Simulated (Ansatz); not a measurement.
CoO:

```xyz
2
Lattice="2.8285 0.0000 0.0000 -1.4142 2.4495 0.0000 0.0000 0.0000 2.7217" Properties=species:S:1:pos:R:3 pbc="T T T"
Co    0.0000    0.0000    1.3609
O     1.4142    0.8165    0.0000
```

The cell was built by a generator and needn't be a form met in nature.

Below is the output of Ansatz 0.2.0 for this cell. Logs are shortened: lines on timing, memory, paths and dates and some standing lists are left out, and cuts for length are marked.

```text
Warning: the atoms were moved onto the symmetric positions of the space group found under crystal.symmetry.tolerance 1.0e-5 (fractional; no operation is sought that the atoms, as they stand in a round, miss by more than twice it, and no atom is moved by as much as it), and the run uses the moved positions. Before a round's move an operation carried an atom to 1.41e-5 Å from where it should land, the largest such distance. Atom 1 (counting from 0) moved farthest, by 1.63e-5 Å; the longest move in fractions of the cell, of whichever atom, is 0.47 of the tolerance, in 1 round. To run the atoms as typed, lower crystal.symmetry.tolerance until the operations that they miss are no longer found, or set crystal.symmetry.detect: false (a key that needs symmetry detection or time reversal refuses this as the deck is read). The positions used, in the order of the run's atom list: position: [5.5510939473021013e-17, -1.8503646491007004e-17, 0.5]; position: [0.6666666666666667, 0.3333333333333333, 0.0]; The lattice was moved too: crystal.lattice keeps the space group found at crystal.symmetry.tolerance 1.0e-5 only nearly: the operation that it misses by the most changes a squared length by the fraction 4.08e-6. The run uses the lattice that is a stretch of the typed one, with no rotation, onto the one that keeps every operation to a double's rounding (on a very oblique basis the stretch itself rounds by more); the deck's lattice vector that moved farthest moved by 2.90e-6 Å. To run the lattice as typed, set crystal.symmetry.tolerance under 1.72e-6, the least fraction by which an operation that the lattice misses changes a squared length (the same key also sets how far an atom may lie from its image, so lowering it can lose operations that the atoms keep only within it), or set crystal.symmetry.detect: false, as for the atoms. crystal.lattice made exact, in Å and degrees: [[2.8284502578841653, 2.886751346032116e-6, 0.0], [-1.4142276289420825, 2.449508333292661, 0.0], [0.0, 0.0, 2.72172]]. Pasted over the deck's crystal.lattice, beside positions in fractional coordinates, it runs the same cell (given as lengths and angles, that cell in the form's own orientation, a rigid turn of the misfit's size from the one run here, for which a checkpoint.post_process_only pass over this run's state can be refused: where this run relaxes nothing, give such a pass this deck's own crystal.lattice, as typed; behind a relaxation, as crystal.lattice, the state's own cell, identity.cell in its checkpoint.json), and a matrix so pasted ends this notice, except on a very skew basis of the lattice, where the rounding of the pasted numbers themselves can read as a misfit: the cell is then moved again, and that move is told again. The lattice as run is in this notice's lattice.as_run_ang field (Run.prep()["deck_notices"] in Python, the deck_notice line of an events file, deck_notices of ansatz run --dry-run=json, or deck_notices in record.json in the deck's checkpoint.write directory).
Warning: RAYON_NUM_THREADS=2 ignored (pool sized by the plan → 2); use --threads N
Engine: ansatz 0.2.0, aarch64-unknown-linux-gnu
Pseudopotentials: kind: paw
Pseudopotential: Co, paw, valence charge 17, recommended cutoff 420 eV (normal), Co.paw.azcp
Pseudopotential: O, paw, valence charge 6, recommended cutoff 420 eV (normal), O.paw.azcp
Functional definition: PBE
  parameter kappa = 0.804
  parameter beta = 0.06672455060314922
  exchange = pbe_x(kappa = kappa, mu = beta*pi^2/3)
  correlation = pbe_c(beta = beta)
Crystal: 2 atoms, lattice volume = 18.857 Å³
Basis set: ecut = 420 eV, 381 PW (Γ), exchange–correlation on 40×40×40 points (8 copies of the dense FFT grid, shifted against one another)
[... 93 lines left out ...]
--- Forces (eV/Å), atoms counted from 1 ---
  atom   1  Co    -0.00000000    -0.00000000    -0.00000000
  atom   2  O      0.00000000    -0.00000000     0.00000000
  max |Σ_I F_I| component: 3.24e-17 eV/Å
--- Stress (GPa, compression-positive) ---
        0.007262      -0.000000       0.000000
       -0.000000       0.007262       0.000000
        0.000000       0.000000      -0.010505
  P = ⅓ Tr σ = 0.0013 GPa (0.013 kbar)
--- Band table (eV; the first three rows and the last of 80) ---
  k-point 0 ↑: bands = ["-82.8575", "-46.3022", "-45.9939", "-45.9939", "-6.2447", "9.3116", "9.3116", "9.9449", "10.6335", "11.4105", "11.4105", "13.3090", "13.3090", "14.9563", "28.9392", "30.3014", "30.3014"]
  k-point 1 ↑: bands = ["-82.8565", "-46.3145", "-45.9929", "-45.9929", "-6.0676", "8.7567", "9.3993", "9.3993", "10.9731", "11.2471", "11.2471", "13.3302", "13.3302", "15.9622", "27.8494", "30.7978", "30.7978"]
  k-point 2 ↑: bands = ["-82.8540", "-46.3419", "-45.9906", "-45.9906", "-5.6328", "6.9006", "9.5602", "9.5602", "11.0279", "11.0279", "11.5742", "13.2593", "13.2593", "17.8218", "25.2451", "32.2464", "32.2464"]
  k-point 39 ↓: bands = ["-79.7715", "-43.1805", "-43.1260", "-43.1083", "-3.6947", "8.0116", "8.1972", "9.5377", "13.2282", "14.4238", "14.7261", "15.3660", "16.5048", "20.7017", "23.5647", "26.9938", "28.9174"]
--- Relaxed structure (3 steps of the walk, 3 accepted, 1 SCFs on fresh bases) ---
  F+E_penalty+E_count = -5691.99738482 eV   max|allowed force component| = 1.850e-17 eV/Å   (the final SCF, on the basis selected at the relaxed cell)
  cell:  # Å, volume = 18.8631 Å³
    - [2.8304238873576586, 2.8887656567040234e-6, 1.9305794555798852e-20]
    - [-1.4152144454232733, 2.4512175455472085, -9.652914341831608e-21]
    - [1.8577299357463457e-20, 1.1816207936085606e-33, 2.718816867897222]
  atoms:
    - { symbol: Co, position: [5.551093947302102e-17, -1.8503646491007008e-17, 0.5000000000000001] }
    - { symbol: O, position: [0.6666666666666667, 0.3333333333333333, -1.4369242944451642e-34] }
```

Task: Write the input and the command behind it.

Result: Relaxation of cell and atoms with PBE, collinear spin, ferromagnetic start. The files as run (others can give the same):

input.yaml
```yaml
crystal:
  lattice:
    - [2.82845, 0.0, 0.0]
    - [-1.41423, 2.44951, 0.0]
    - [0.0, 0.0, 2.72172]
  atoms:
    - { symbol: Co, position: [0.0, 0.0, 0.5], spin: 2.0 }
    - { symbol: O, position: [0.66667, 0.33333, 0.0] }
hamiltonian:
  xc: pbe
  pseudopotentials: { kind: paw }
magnetization:
  spin_polarized: true
kpoints:
  mp_grid: { grid: [8, 8, 7] }
scf:
  occupations: { method: fermi_dirac, width: 0.05 }
output:
  forces: true
  stress: true
  eigenvalues: true
relax:
  f_tol: 0.01
  max_steps: 40
  cell: { stress_tol: 0.05 }
```

Potentials or basis: Ansatz PAW.
The run is started by
```console
$ ansatz run input.yaml --threads 2 --pin off --max-ram 5632MiB --backend cpu --events-out ev --progress --plain --runs-dir out
```

Caveat: the plane-wave basis is chosen anew once the cell has moved, so the energies of steps on either side of that aren't comparable; the pressure holds a Pulay correction of +0.7 GPa for the finite cutoff; a cell with one magnetic atom can't hold antiferromagnetic order, which such compounds often take; semilocal functionals often make such compounds metallic where correlation or magnetic order opens a gap, which also shifts bond lengths.
